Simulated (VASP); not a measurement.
Set up this calculation in VASP 6.6.1, as the native input.

| Item | Value |
| --- | --- |
| Task | single point |
| Functional | PBE |
| Potentials or basis | VASP PAW PBE potentials, release 64 (V_sv) |
| Cutoff | 520 eV |
| k mesh | 9 × 9 × 2 |
| Occupations | gaussian, width 0.1 eV |
| Spin | no spin polarisation |
| Dipole correction | no |
| Further INCAR settings | ALGO = Fast; EDIFF = 1e-06; NBANDS = 34 |

The structure of V lies in POSCAR:

```
V
1.0
    2.8181369112      0.0000000000      0.0000000000
   -1.4090684556      2.4405781565      0.0000000000
    0.0000000000      0.0000000000      8.1246015251
V
4
Direct
    0.3333333333      0.6666666667      0.3819998274
    0.6666666667      0.3333333333      0.8819998274
    0.6666666667      0.3333333333      0.6180001726
    0.3333333333      0.6666666667      0.1180001726
```

The cell was built by a generator and needn't be a form met in nature.

The input as run:

INCAR

```
ALGO = Fast
EDIFF = 1E-6
ENCUT = 520
GGA = PE
ISIF = 2
ISMEAR = 0
LASPH = T
LCHARG = F
LREAL = F
LWAVE = F
NBANDS = 34
NELM = 100
PREC = Accurate
SIGMA = 0.1
```

KPOINTS

```
k-points
0
Gamma
  9 9 2
```

Potentials or basis: VASP PAW PBE potentials, release 64 (V_sv).

Run with:

```console
$ cat potpaw_PBE.64/V_sv/POTCAR > POTCAR
$ mpirun -np 1 vasp_std > vasp.out
```

It gave:

```
Pressure               : 0.5 GPa
Largest force          : 0.111 eV/Å
Band gap on the k mesh : none (metal or under the smearing width)
```

Caveat: the k mesh is coarse (spacing up to 0.39 Å⁻¹), so the values aren't converged.

It took 21 s on 1 thread of Intel(R) Xeon(R) 6975P-C (Granite Rapids) (shared host), peak memory 0.19 GiB.
